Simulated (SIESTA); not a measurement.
Crystal: Nb.

```
Nb
1.0
    -1.66395    1.66395    1.66395
     1.66395   -1.66395    1.66395
     1.66395    1.66395   -1.66395
Nb
1
Direct
  0.00000 0.00000 0.00000
```

Base run:

```yaml
Program: SIESTA 5.4.2
Functional: PBE
Potentials_or_basis: PseudoDojo 0.4 standard (PBE files)
Basis: DZP (energy shift 0.002 Ry; radii capped at 9.5 bohr)
Grid_cutoff: 800 Ry
Energy_shift: 0.002 Ry
k_mesh: 11 × 11 × 11
Occupations: fermi-dirac, width 0.05 eV
Spin: no spin polarisation
```

Its results: band gap on the k mesh none (metal or under the smearing width); pressure -1.7 GPa.

Problem. The run is repeated on the same cell with these changes: basis from DZP (energy shift 0.002 Ry; radii capped at 9.5 bohr) to DZP (energy shift 0.003 Ry; two zetas on semicore shells); energy shift from 0.002 Ry to 0.003 Ry. What comes out?

Solution. Band gap on the k mesh none (metal or under the smearing width); pressure -0.7 GPa.

Caveats: the basis of atomic orbitals isn't converged, which shifts pressures, moduli and gaps; semicore shells carry a single zeta, which can move pressures by several GPa and volumes by a few percent (some runs).

Not every run made on this cell is shown here.
